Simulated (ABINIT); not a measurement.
Ge, 2 atoms in the cell. Symmetry: Imma, No. 74, orthorhombic system. The conventional cell has a = 4.992 Å, b = 5.302 Å, c = 2.874 Å, α = 90.00°, β = 90.00°, γ = 90.00°. Ge (site symmetry mm2) has 6 Ge at 2.68 to 2.87 Å as nearest neighbours. This isn't the form of Ge at room conditions, which is diamond.

```yaml
Program: ABINIT 10.8.3 (patched build)
Task: single point
Functional: LDA
Potentials_or_basis: HGH LDA
Cutoff: 381 eV
k_mesh: 8 × 8 × 8
Occupations: fermi-dirac, width 0.05 eV
Spin: no spin polarisation
```

Potentials or basis: HGH LDA.

Command:

```bash
$ abinit run.abi > log 2>&1
```

Hardware: 1 thread of Arm Neoverse V1, with other jobs on the host.

Question: How long does it take, and how much memory?

Answer: Run time: 11 s on 1 thread of Arm Neoverse V1, with other jobs on the host, peak memory 0.06 GiB. Counts: scf iterations 7, mpi ranks 1, k points 95, bands 8, plane waves 656.
